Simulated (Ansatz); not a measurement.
# CO2: the cell at several levels of theory, part 2 of 2

Ansatz 0.2.0, plane waves. The steps go on from the part before.

## (3) Relaxation with r2SCAN+rVV10

The cell of step 2 is the starting point.

input.yaml

```yaml
crystal:
  lattice:
    - [4.4266924568, 0.0, 0.0]
    - [0.0, 4.4266924568, 0.0]
    - [0.0, 0.0, 4.8089819819]
  atoms:
    - { symbol: C, position: [0.5, 0.5, 0.5] }
    - { symbol: C, position: [0.0, 0.0, 0.0] }
    - { symbol: O, position: [0.3132524933, 0.6867475067, 0.5] }
    - { symbol: O, position: [0.6867475067, 0.3132524933, 0.5] }
    - { symbol: O, position: [0.1867475067, 0.1867475067, 0.0] }
    - { symbol: O, position: [0.8132524933, 0.8132524933, 0.0] }
kpoints:
  mp_grid: { grid: [6, 6, 6] }
hamiltonian:
  xc: r2scan
  dispersion: rvv10
scf:
  occupations: { method: fermi_dirac, width: 0.02 }
relax:
  f_tol: 0.005
  cell: {}
```

Run with:

```console
$ ansatz run input.yaml --threads 4 --pin off --max-ram 5529MiB --backend cpu --events-out ev --progress --plain --runs-dir out
```

The log of the run:

```text
Warning: RAYON_NUM_THREADS=4 ignored (pool sized by the plan → 4); use --threads N
Engine: ansatz 0.2.0, aarch64-unknown-linux-gnu
Pseudopotentials: kind: paw
Pseudopotential: C, paw, valence charge 4, recommended cutoff 500 eV (meta_gga), C.paw.azcp
Pseudopotential: O, paw, valence charge 6, recommended cutoff 500 eV (meta_gga), O.paw.azcp
Functional definition: r2SCAN+rVV10
  parameter k0 = 0.174
  parameter k1 = 0.065
  parameter a1 = 4.9479
  exchange = r2scan_x(k0 = k0, k1 = k1, a1 = a1)
  correlation = r2scan_c + rvv10(11.95, 0.0093)
Crystal: 6 atoms, lattice volume = 94.235 Å³
Basis set: ecut = 500 eV, 2373 PW (Γ), exchange–correlation on 160×160×160 points (64 copies of the dense FFT grid, shifted against one another)
Bands: 22, of which v1, the nominal top of the filled ones, is band 16 counted from 1 (15 counted from 0)
Symmetry: 16 space group operations
Space group: P42/mnm (ITA 136), of the structure as read, at distance tolerance 4.6e-5 Å
k-points: 40 of 216
Non-local potential: C, projectors of the file, l = 0: 2, l = 1: 2, l = 2: 1
Non-local potential: O, projectors of the file, l = 0: 2, l = 1: 2, l = 2: 1
PAW form: soft (Blöchl's): semilocal exchange-correlation on the pseudo side does not see the compensation charge
rVV10 density: all electrons in the spheres
PAW frozen core: C, regenerated for the run's functional (the file was generated under x = pbe(κ = 0.804, μ = 0.2195149727645171), c = pbe(β = 0.06672455060314922))
PAW frozen core: O, regenerated for the run's functional (the file was generated under x = pbe(κ = 0.804, μ = 0.2195149727645171), c = pbe(β = 0.06672455060314922))
PAW one-centre angular grid: C, 302 points (default); XC on 239 of its mesh's 2573 points in the sphere
PAW one-centre angular grid: O, 302 points (default); XC on 160 Gauss nodes
Initial density: superposition of atomic densities (neutral atoms: chi_scale 0, normalization atom), corrected by the library's trained network
Initial wavefunctions: pseudopotential atomic-orbital guess
Functional: x = r2scan, c = r2scan + rvv10(b = 11.95, C = 0.0093); τ floored in thin density (d = 2e-4 eV/Å³)
SCF iter   1: F=—  HF=-2773.688548 eV  |F-HF|=—  |Δ(HF+E_count)|=         —  Δρ=9.25e-3  dr2=6.17e-2  dr2_τ=9.49e-1  ethr=1.77e-3  ⟨swp⟩=6.2  Hψ=4374  notcnv=0
preconditioner: auto → Resta (q_TF=auto, 2.279 Å⁻¹)  ε∞=2.6  [insulator: Δε(μ)=7.105 eV  Ē_g=16.941 eV  σ=0.020 eV  W_gap=1.00  n_scr=18 (ndim 8)  ℏωp=21.6 eV  f_vac=0.214  D(μ)=0.00/eV (n_scr^D=0)  ε∞_Penn≈2.6]
SCF iter   2: F=—  HF=-2773.723528 eV  |F-HF|=—  |Δ(HF+E_count)|=   3.50e-2  Δρ=4.66e-3  dr2=7.72e-3  dr2_τ=2.39e-3  ethr=1.93e-4  ⟨swp⟩=2.0  Hψ=1944  notcnv=0  defer=62
SCF iter   3: F=—  HF=-2773.719701 eV  |F-HF|=—  |Δ(HF+E_count)|=   3.83e-3  Δρ=1.51e-3  dr2=1.33e-3  dr2_τ=2.83e-4  ethr=2.41e-5  ⟨swp⟩=2.0  Hψ=1614  notcnv=0  defer=22
automatic band count: iteration 3 solves 21 bands in place of 22: the levels show a gap, and the empty bands left out lie too high to hold charge; the band table lists the bands solved (type scf.n_extra_bands for more)
SCF iter   4: F=—  HF=-2773.719288 eV  |F-HF|=—  |Δ(HF+E_count)|=   4.13e-4  Δρ=4.09e-4  dr2=6.87e-5  dr2_τ=1.00e-5  ethr=4.15e-6  ⟨swp⟩=3.0  Hψ=1589  notcnv=0  defer=22
SCF iter   5: F=—  HF=-2773.719307 eV  |F-HF|=—  |Δ(HF+E_count)|=   1.90e-5  Δρ=6.22e-5  dr2=3.17e-6  dr2_τ=9.67e-7  ethr=2.15e-7  ⟨swp⟩=2.4  Hψ=1373  notcnv=0  defer=22
SCF iter   6: F=—  HF=-2773.719308 eV  |F-HF|=—  |Δ(HF+E_count)|=   1.18e-6  Δρ=1.80e-5  dr2=2.63e-7  dr2_τ=1.24e-8  ethr=9.91e-9  ⟨swp⟩=2.8  Hψ=1520  notcnv=0  defer=22
SCF iter   7: F=-2773.719308 eV  HF=-2773.719308 eV  |F-HF|=3.22e-9  |Δ(HF+E_count)|=   3.00e-7  Δρ=3.60e-6  dr2=7.26e-9  dr2_τ=1.65e-9  ethr=3.13e-10  ⟨swp⟩=4.7  Hψ=2967  notcnv=0
SCF 1 converged in 7 iterations: F = -2773.719308 eV  dr2 = 7.26e-9
relax step   1: F+E_penalty+E_count = -2773.71930849 eV  Δ(F+E_penalty+E_count) = +0.000e0 eV  max|allowed force component| = 5.808e-1 eV/Å  Δτ_max = 0.0000 Å  P = -3.117 GPa  Ω = 94.235 Å³  (7 SCF iters, dr2 threshold 1.00e-7 eV, accepted)
Crystal: 6 atoms, lattice volume = 87.213 Å³
Basis set: ecut = 500 eV, 2225 PW (Γ), exchange–correlation on 160×160×160 points (64 copies of the dense FFT grid, shifted against one another)
rVV10 density: all electrons in the spheres
Initial density: handed on by an earlier stage of this run
Initial wavefunctions: those handed on with the density
iter 1 solved again at ethr=1.40e-4 eV; its pass at ethr=3.10e-3 eV (dr2=4.49e-2 eV) is discarded
SCF iter   1: F=—  HF=-2773.929480 eV  |F-HF|=—  |Δ(HF+E_count)|=         —  Δρ=7.93e-3  dr2=4.07e-2  dr2_τ=1.81e-1  ethr=1.40e-4  ⟨swp⟩=2.0  Hψ=5431  notcnv=0
automatic band count: iteration 1 solves 19 bands in place of 22: the levels show a gap, and the empty bands left out lie too high to hold charge; the band table lists the bands solved (type scf.n_extra_bands for more)
preconditioner: auto → Resta (q_TF=auto, 2.308 Å⁻¹)  ε∞=2.8  [insulator: Δε(μ)=7.260 eV  Ē_g=16.584 eV  σ=0.020 eV  W_gap=1.00  n_scr=18 (ndim 8)  ℏωp=22.5 eV  f_vac=0.152  D(μ)=0.00/eV (n_scr^D=0)  ε∞_Penn≈2.8]
SCF iter   2: F=—  HF=-2773.770815 eV  |F-HF|=—  |Δ(HF+E_count)|=   1.59e-1  Δρ=4.12e-3  dr2=6.88e-3  dr2_τ=9.46e-4  ethr=1.27e-4  ⟨swp⟩=3.1  Hψ=1634  notcnv=0
SCF iter   3: F=—  HF=-2773.771325 eV  |F-HF|=—  |Δ(HF+E_count)|=   5.10e-4  Δρ=1.36e-3  dr2=1.34e-3  dr2_τ=1.47e-4  ethr=2.15e-5  ⟨swp⟩=2.3  Hψ=1304  notcnv=0
SCF iter   4: F=—  HF=-2773.771379 eV  |F-HF|=—  |Δ(HF+E_count)|=   5.44e-5  Δρ=3.31e-4  dr2=5.41e-5  dr2_τ=1.13e-5  ethr=4.17e-6  ⟨swp⟩=2.9  Hψ=1492  notcnv=0
SCF iter   5: F=—  HF=-2773.771435 eV  |F-HF|=—  |Δ(HF+E_count)|=   5.53e-5  Δρ=7.59e-5  dr2=3.60e-6  dr2_τ=6.75e-7  ethr=1.69e-7  ⟨swp⟩=2.6  Hψ=1458  notcnv=0
SCF iter   6: F=-2773.771441 eV  HF=-2773.771441 eV  |F-HF|=2.36e-7  |Δ(HF+E_count)|=   6.49e-6  Δρ=1.23e-5  dr2=1.15e-7  dr2_τ=1.28e-8  ethr=1.87e-9  ⟨swp⟩=4.9  Hψ=3054  notcnv=0
SCF 2 converged in 6 iterations: F = -2773.771441 eV  dr2 = 1.15e-7
relax step   2: F+E_penalty+E_count = -2773.77144140 eV  Δ(F+E_penalty+E_count) = -5.213e-2 eV  max|allowed force component| = 3.857e-2 eV/Å  Δτ_max = 0.0214 Å  P = -0.795 GPa  Ω = 87.213 Å³  energy of the carried Pulay correction = +2.948e-3 eV  (6 SCF iters, dr2 threshold 6.00e-7 eV, accepted)
Crystal: 6 atoms, lattice volume = 76.477 Å³
Basis set: ecut = 500 eV, 1961 PW (Γ), exchange–correlation on 160×160×160 points (64 copies of the dense FFT grid, shifted against one another)
rVV10 density: all electrons in the spheres
iter 1 solved again at ethr=3.00e-4 eV; its pass at ethr=3.10e-3 eV (dr2=9.61e-2 eV) is discarded
SCF iter   1: F=—  HF=-2774.291389 eV  |F-HF|=—  |Δ(HF+E_count)|=         —  Δρ=1.35e-2  dr2=9.11e-2  dr2_τ=5.92e-1  ethr=3.00e-4  ⟨swp⟩=1.5  Hψ=5307  notcnv=0
automatic band count: iteration 1 solves 19 bands in place of 22: the levels show a gap, and the empty bands left out lie too high to hold charge; the band table lists the bands solved (type scf.n_extra_bands for more)
preconditioner: auto → Resta (q_TF=auto, 2.360 Å⁻¹)  ε∞=3.1  [insulator: Δε(μ)=7.275 eV  Ē_g=16.736 eV  σ=0.020 eV  W_gap=1.00  n_scr=18 (ndim 8)  ℏωp=24.0 eV  f_vac=0.072  D(μ)=0.00/eV (n_scr^D=0)  ε∞_Penn≈3.1]
SCF iter   2: F=—  HF=-2773.776515 eV  |F-HF|=—  |Δ(HF+E_count)|=   5.15e-1  Δρ=7.27e-3  dr2=1.70e-2  dr2_τ=2.48e-3  ethr=2.85e-4  ⟨swp⟩=2.6  Hψ=1556  notcnv=0
SCF iter   3: F=—  HF=-2773.777533 eV  |F-HF|=—  |Δ(HF+E_count)|=   1.02e-3  Δρ=2.38e-3  dr2=3.12e-3  dr2_τ=3.99e-4  ethr=5.31e-5  ⟨swp⟩=2.6  Hψ=1356  notcnv=0
SCF iter   4: F=—  HF=-2773.777701 eV  |F-HF|=—  |Δ(HF+E_count)|=   1.69e-4  Δρ=4.75e-4  dr2=9.77e-5  dr2_τ=1.39e-5  ethr=9.76e-6  ⟨swp⟩=2.0  Hψ=1511  notcnv=0
SCF iter   5: F=—  HF=-2773.777775 eV  |F-HF|=—  |Δ(HF+E_count)|=   7.39e-5  Δρ=1.03e-4  dr2=6.59e-6  dr2_τ=1.35e-6  ethr=3.05e-7  ⟨swp⟩=2.1  Hψ=1327  notcnv=0
SCF iter   6: F=-2773.777781 eV  HF=-2773.777780 eV  |F-HF|=4.19e-7  |Δ(HF+E_count)|=   5.15e-6  Δρ=3.09e-5  dr2=5.18e-7  dr2_τ=5.59e-8  ethr=1.87e-9  ⟨swp⟩=3.2  Hψ=3436  notcnv=0
SCF 3 converged in 6 iterations: F = -2773.777781 eV  dr2 = 5.18e-7
relax step   3: F+E_penalty+E_count = -2773.77778080 eV  Δ(F+E_penalty+E_count) = -6.339e-3 eV  max|allowed force component| = 3.248e-1 eV/Å  Δτ_max = 0.0471 Å  P = +2.193 GPa  Ω = 76.477 Å³  energy of the carried Pulay correction = +7.925e-3 eV  (6 SCF iters, dr2 threshold 6.00e-7 eV, accepted)
[... from here on, the SCF cycles and remarks between the steps are left out ...]
relax step   4: F+E_penalty+E_count = -2773.78744309 eV  Δ(F+E_penalty+E_count) = -9.662e-3 eV  max|allowed force component| = 2.701e-2 eV/Å  Δτ_max = 0.0235 Å  P = -0.286 GPa  Ω = 82.112 Å³  energy of the carried Pulay correction = +5.237e-3 eV  (6 SCF iters, dr2 threshold 6.00e-7 eV, accepted)
relax step   5: F+E_penalty+E_count = -2773.78869665 eV  Δ(F+E_penalty+E_count) = -1.254e-3 eV  max|allowed force component| = 3.200e-3 eV/Å  Δτ_max = 0.0053 Å  P = -0.027 GPa  Ω = 81.059 Å³  energy of the carried Pulay correction = +5.726e-3 eV  (5 SCF iters, dr2 threshold 3.27e-7 eV, accepted)
relax step   6: F+E_penalty+E_count = -2773.78895947 eV  Δ(F+E_penalty+E_count) = -2.628e-4 eV  max|allowed force component| = 6.789e-3 eV/Å  Δτ_max = 0.0027 Å  P = +0.034 GPa  Ω = 80.701 Å³  energy of the carried Pulay correction = +5.894e-3 eV  (7 SCF iters, accepted)
relax step   7: F+E_penalty+E_count = -2773.78907518 eV  Δ(F+E_penalty+E_count) = -1.157e-4 eV  max|allowed force component| = 1.490e-5 eV/Å  Δτ_max = 0.0029 Å  P = -0.001 GPa  Ω = 80.678 Å³  energy of the carried Pulay correction = +5.904e-3 eV  (7 SCF iters, dr2 threshold 2.88e-9 eV, accepted)
relax step   8: F+E_penalty+E_count = -2773.78912128 eV  Δ(F+E_penalty+E_count) = -4.610e-5 eV  max|allowed force component| = 2.202e-3 eV/Å  Δτ_max = 0.0022 Å  P = +0.010 GPa  Ω = 80.625 Å³  energy of the carried Pulay correction = +5.929e-3 eV  (7 SCF iters, accepted)
relax step   9: F+E_penalty+E_count = -2773.78124537 eV  Δ(F+E_penalty+E_count) = +7.876e-3 eV  max|allowed force component| = 6.331e-3 eV/Å  Δτ_max = 0.0000 Å  P = +0.070 GPa  Ω = 80.625 Å³  stress off target by 8.33e-2 GPa  SCF on the basis re-selected at this cell (its energy is not comparable with the rows above)  (6 SCF iters)
relax step  10: F+E_penalty+E_count = -2773.78112940 eV  Δ(F+E_penalty+E_count) = +1.160e-4 eV  max|allowed force component| = 2.177e-3 eV/Å  Δτ_max = 0.0018 Å  P = -0.009 GPa  Ω = 80.947 Å³  energy of the carried Pulay correction = -1.613e-4 eV  (5 SCF iters, dr2 threshold 1.73e-8 eV, accepted)
rVV10 density: all electrons in the spheres
iter 1 solved again at ethr=6.76e-8 eV; its pass at ethr=3.10e-3 eV (dr2=2.16e-5 eV) is discarded
SCF iter   1: F=—  HF=-2773.781303 eV  |F-HF|=—  |Δ(HF+E_count)|=         —  Δρ=1.33e-5  dr2=2.22e-8  dr2_τ=5.26e-8  ethr=6.76e-8  ⟨swp⟩=3.0  Hψ=7011  notcnv=0
preconditioner: auto → Resta (q_TF=auto, 2.337 Å⁻¹)  ε∞=2.8  [insulator: Δε(μ)=7.192 eV  Ē_g=17.253 eV  σ=0.020 eV  W_gap=1.00  n_scr=18 (ndim 8)  ℏωp=23.3 eV  f_vac=0.128  D(μ)=0.00/eV (n_scr^D=0)  ε∞_Penn≈2.8]
SCF iter   2: F=—  HF=-2773.781303 eV  |F-HF|=—  |Δ(HF+E_count)|=   1.25e-7  Δρ=6.94e-6  dr2=4.70e-9  dr2_τ=9.81e-9  ethr=6.94e-11  ⟨swp⟩=2.6  Hψ=1571  notcnv=0
SCF iter   3: F=—  HF=-2773.781303 eV  |F-HF|=—  |Δ(HF+E_count)|=   5.48e-9  Δρ=2.73e-6  dr2=9.00e-10  dr2_τ=1.42e-9  ethr=1.47e-11  ⟨swp⟩=2.2  Hψ=1531  notcnv=0
SCF iter   4: F=-2773.781303 eV  HF=-2773.781303 eV  |F-HF|=1.50e-11  |Δ(HF+E_count)|=   1.36e-9  Δρ=1.64e-7  dr2=1.68e-11  dr2_τ=7.25e-12  ethr=1.00e-12  ⟨swp⟩=3.4  Hψ=3726  notcnv=0
SCF 11 converged in 4 iterations: F = -2773.781303 eV  dr2 = 1.68e-11
relax step  11: F+E_penalty+E_count = -2773.78130271 eV  Δ(F+E_penalty+E_count) = -1.733e-4 eV  max|allowed force component| = 2.277e-3 eV/Å  Δτ_max = 0.0000 Å  P = -0.010 GPa  Ω = 80.947 Å³  stress off target by 1.49e-2 GPa  SCF on the basis re-selected at this cell (its energy is not comparable with the rows above)  (4 SCF iters)
basis re-selected at this cell: Δ(F+E_penalty+E_count) = -1.733e-4 eV, ΔP = -0.002 GPa vs the last step (what re-selecting the basis moved, of the pressure what is left beyond the Pulay correction that the steps carried, after the strain that the cell walked since its last selection, with what the two solves' SCF thresholds leave and, on support functions, any second-order correction that the steps lacked; it is no measure of the basis error at this ecutwfc). This SCF's stress stands 1.49e-2 GPa from its target on what of the cell is left free (relax.cell.stress_tol is 5.00e-2 GPa) and its largest allowed force component is 2.28e-3 eV/Å (relax.f_tol is 5.00e-3 eV/Å): within both
SCF converged after 4 iterations
Free energy (F): -2773.781303 eV
Harris-Foulkes:  -2773.781303 eV  (|F-HF|=1.50e-11)
Internal energy: -2773.781303 eV  (E = F + TS)
E sigma→0 (E₀):  -2773.781303 eV
Fermi energy:    1.901055 eV
--- Per-component energies (eV) ---
  E_band       = -305.104444
  E_kinetic    = 874.057581
  E_local      = -2288.281432  (includes V_loc(G=0)·N_el)
  E_nonlocal   = 247.281142
  E_hartree    = 765.312782
  E_xc         = -377.243598
  E_vxc        = -543.606496  (∫ρ·V_xc dr)
  E_paw        = -842.640145  (= ΣΔE_a)
  E_vpaw       = -162.651451  (= ΣTr[D̂ρ^β])
  E_aug_tail   = 0.003031  (compensation charges beyond the density's cutoff)
  E_vtau       = 37.467505  (kinetic-family band-sum trace: ∫τ·v_τ [+ j·A + Jᵃ·Aᵃ] dr)
  E_ewald      = -1152.093352
  E_core_change = -0.177311  (= ΣΔE_core)
  E_smearing   = -0.000000  (= −TS)
  E_closure    = -0.000000  (closes the sum)
  Σ components = -2773.781303   (vs F -2773.781303, Δ=0.00e0)
--- Forces (eV/Å), atoms counted from 1 ---
  atom   1  C      0.00000000     0.00000000     0.00000000
  atom   2  C      0.00000000     0.00000000     0.00000000
  atom   3  O      0.00227704    -0.00227704     0.00000000
  atom   4  O     -0.00227704     0.00227704     0.00000000
  atom   5  O     -0.00227704    -0.00227704     0.00000000
  atom   6  O      0.00227704     0.00227704     0.00000000
  max |Σ_I F_I| component: 6.94e-18 eV/Å
--- Stress (GPa, compression-positive) ---
       -0.014936       0.000000       0.000000
        0.000000      -0.014936       0.000000
        0.000000       0.000000      -0.000629
  P = ⅓ Tr σ = -0.0102 GPa (-0.102 kbar)
--- Relaxed structure (9 steps of the walk, 9 accepted, 2 SCFs on fresh bases) ---
  F+E_penalty+E_count = -2773.78130271 eV   max|allowed force component| = 2.277e-3 eV/Å   (the final SCF, on the basis selected at the relaxed cell)
  cell:  # Å, volume = 80.9466 Å³
    - [4.192557524592342, 3.465939260668609e-33, 0.0]
    - [3.6532873288128575e-33, 4.192557524592342, 0.0]
    - [0.0, 0.0, 4.605115420382472]
  atoms:
    - { symbol: C, position: [0.5, 0.5, 0.5] }
    - { symbol: C, position: [3.59221518510817e-19, 1.469542575726304e-19, 0.0] }
    - { symbol: O, position: [0.30426786126170885, 0.695732138738291, 0.5] }
    - { symbol: O, position: [0.695732138738291, 0.30426786126170885, 0.5] }
    - { symbol: O, position: [0.19573213873829112, 0.19573213873829112, 0.0] }
    - { symbol: O, position: [0.8042678612617089, 0.8042678612617089, 0.0] }
```

It took 50 s on 4 threads of Arm Neoverse V1, shared host; peak memory 0.73 GiB.

The steps:

| step | energy change (meV/atom) | largest force (eV/Å) | pressure (GPa) | volume (Å³/atom) |
| --- | --- | --- | --- | --- |
| 1 | 0.0 | 0.5808 | -3.12 | 15.706 |
| 2 | -8.7 | 0.0386 | -0.80 | 14.536 |
| 3 | -9.7 | 0.3248 | 2.19 | 12.746 |
| 4 | -11.4 | 0.0270 | -0.29 | 13.685 |
| 5 | -11.6 | 0.0032 | -0.03 | 13.510 |
| 6 | -11.6 | 0.0068 | 0.03 | 13.450 |
| 7 | -11.6 | 0.0000 | 0.00 | 13.446 |
| 8 | -11.6 | 0.0022 | 0.01 | 13.438 |
| 9 | -10.3 | 0.0063 | 0.07 | 13.438 |
| 10 | -10.3 | 0.0022 | -0.01 | 13.491 |
| 11 | -10.3 | 0.0023 | -0.01 | 13.491 |

Step 9 solves the same cell on a plane-wave basis chosen anew, so the energy can jump there without a move.

The table lists every geometry solved, with passes on a fresh basis, whose energies don't compare exactly with the rows above.

|  | before | after | change |
| --- | --- | --- | --- |
| a (Å) | 4.427 | 4.193 | -5.29 % |
| c (Å) | 4.809 | 4.605 | -4.24 % |
| volume (Å³/atom) | 15.706 | 13.491 | -14.10 % |
| shortest distance (Å) | 1.169 | 1.161 | -0.73 % |
| space group | P4_2/mnm | P4_2/mnm | same |

## (4) Relaxation with PBE-D4

input.yaml: that of step 3 with these lines changed.

```diff
@@ -15,4 +15,4 @@
 hamiltonian:
-  xc: r2scan
-  dispersion: rvv10
+  xc: pbe
+  dispersion: d4
 scf:
@@ -22 +22,6 @@
   cell: {}
+output:
+  write_density: true
+  write_potential: true
+  elf: true
+  volumetric_format: npy
```

Run with:

```console
$ ansatz run input.yaml --threads 4 --pin off --max-ram 5529MiB --backend cpu --events-out ev --progress --plain --runs-dir out
```

The log of the run, shortened:

```text
Warning: RAYON_NUM_THREADS=4 ignored (pool sized by the plan → 4); use --threads N
[...]
[... 4 set-up lines as earlier in the session ...]
[...]
Crystal: 6 atoms, lattice volume = 94.235 Å³
Basis set: ecut = 420 eV, 1849 PW (Γ), exchange–correlation on 60×60×72 points (8 copies of the dense FFT grid, shifted against one another)
Bands: 22, of which v1, the nominal top of the filled ones, is band 16 counted from 1 (15 counted from 0)
[... 2 set-up lines as earlier in the session ...]
k-points: 40 of 216
[...]
SCF iter   1: F=—  HF=-2770.213289 eV  |F-HF|=—  |Δ(HF+E_count)|=         —  Δρ=5.38e-3  dr2=1.24e-2  ethr=1.77e-3  ⟨swp⟩=6.0  Hψ=4279  notcnv=0
[...]
--- Stress (GPa, compression-positive) ---
        0.012311       0.000000       0.000000
        0.000000       0.012311       0.000000
        0.000000       0.000000      -0.004664
  P = ⅓ Tr σ = 0.0067 GPa (0.067 kbar)
--- Band table (eV; the first three rows and the last of 40) ---
[... band rows left out ...]
[...]
--- Relaxed structure (1 steps of the walk, 1 accepted, 1 SCFs on fresh bases) ---
  F+E_penalty+E_count = -2770.21484590 eV   max|allowed force component| = 5.641e-4 eV/Å   (the final SCF, on the basis selected at the relaxed cell)
  cell:  # Å, volume = 94.2349 Å³
    - [4.4266924568, 0.0, 0.0]
    - [0.0, 4.4266924568, 0.0]
    - [0.0, 0.0, 4.8089819819]
  atoms:
    - { symbol: C, position: [0.5, 0.5, 0.49999999999999994] }
    - { symbol: C, position: [0.0, 0.0, 0.0] }
    - { symbol: O, position: [0.3132524933, 0.6867475067000001, 0.49999999999999994] }
    - { symbol: O, position: [0.6867475067000001, 0.3132524933, 0.49999999999999994] }
    - { symbol: O, position: [0.1867475067, 0.1867475067, 0.0] }
    - { symbol: O, position: [0.8132524933, 0.8132524933, 0.0] }
```

Run time: 3 s. Hardware: 4 threads of Arm Neoverse V1, shared host; peak memory 0.41 GiB.

The steps:

```csv
step,energy change (meV/atom),largest force (eV/Å),pressure (GPa),volume (Å³/atom)
1,0.0,0.0006,0.01,15.706
2,0.0,0.0006,0.01,15.706
```

The table lists every geometry solved, with passes on a fresh basis, whose energies don't compare exactly with the rows above.

```
                         before     after   change
                a (Å)     4.427     4.427  -0.00 %
                c (Å)     4.809     4.809  +0.00 %
     volume (Å³/atom)    15.706    15.706  -0.00 %
shortest distance (Å)     1.169     1.169  +0.00 %
          space group  P4_2/mnm  P4_2/mnm     same
```

Density in a lattice plane of the grid's cell (edges 4.43 and 4.43 Å, at 0.000 of the third edge), which holds C and O.

Ten even steps from '0' (0.00 e/Å³) to '9' (7.29 e/Å³):
```
221100000000000001123333
211000000000000012466543
110000000000000014799753
100000000000000024799742
000000000000000013577631
000000000000000001233210
000000000000000000011100
000000000000000000000000
000000000000000000000000
000000000000000000000000
000000000000000000000000
000000000000000000000000
000111000000000000000000
001233210000000000000000
013677531000000000000000
124799742000000000000000
135799741000000000000001
234566421000000000000011
233332110000000000000112
222211000000000000011222
```
Columns run along the first of these edges and rows up along the second, over one cell in 24 and 20 even steps from the bottom left corner. Atoms in the plane (fractional): C at (0.00, 0.00), O at (0.19, 0.19), O at (0.81, 0.81).

ELF in the same plane.

Ten even steps from ' ' (0.00) to '@' (0.88):
```
::::==####**++==--..      ..==**%%%%%%%%%%@@%%++
**++******==--::..        --**%%@@@@%%##**%%@@%%
%%##**++==--....        ..==##@@@@@@##++--++%%@@
%%##++==::..            ..++##@@@@@@%%++==++%%%%
##**==::..              ..==##@@@@@@@@%%##%%%%%%
**==--..                ..--**%%@@@@@@@@@@@@@@%%
++--..                    ::==**%%@@@@@@@@@@%%##
::..                        ::==**##%%%%%%%%##++
                              ..--==++++++==--..
      ..........                  ..........    
  ..--==++++++==--..                            
::++##%%%%%%%%##**==::                        ..
++##%%@@@@@@@@@@%%**==::                    ..--
**%%@@@@@@@@@@@@@@%%**--..                ..--==
##%%%%%%##%%@@@@@@@@##==..              ..::==**
%%%%%%++==++%%@@@@@@##++..            ..::==++##
%%@@%%++--++##@@@@@@##==..        ....--==++**##
**%%@@%%**##%%@@@@%%**--        ..::--==******++
::++%%@@%%%%%%%%%%**==..      ..--==++**####==::
  ..++%%%%%%####**==..      ..==**####%%%%%%++..
```
Columns run along the first of these edges and rows up along the second, over one cell in 24 and 20 even steps from the bottom left corner. Atoms in the plane (fractional): C at (0.00, 0.00), O at (0.19, 0.19), O at (0.81, 0.81).

Both are smooth fields of the valence electrons: close to the nuclei they are not physical.

The highest ELF values outside the cores: 0.88 beside O, off the lines to its neighbours, 0.6 Å from O; 0.82 on the C–O line, 0.6 Å from C.

## (5) All levels compared

What follows sums up all 2 parts.

```
       level  a (Å)  c (Å)  volume (Å³/atom)  space group  SCF geometries
  PBE-D3(BJ)  4.427  4.809            15.706     P4_2/mnm              14
r2SCAN+rVV10  4.193  4.605            13.491     P4_2/mnm              11
      PBE-D4  4.427  4.809            15.706     P4_2/mnm               2
```

The first relaxation changed the volume by +12.5 % from the start. The volume spreads over 16.4 % between the levels.
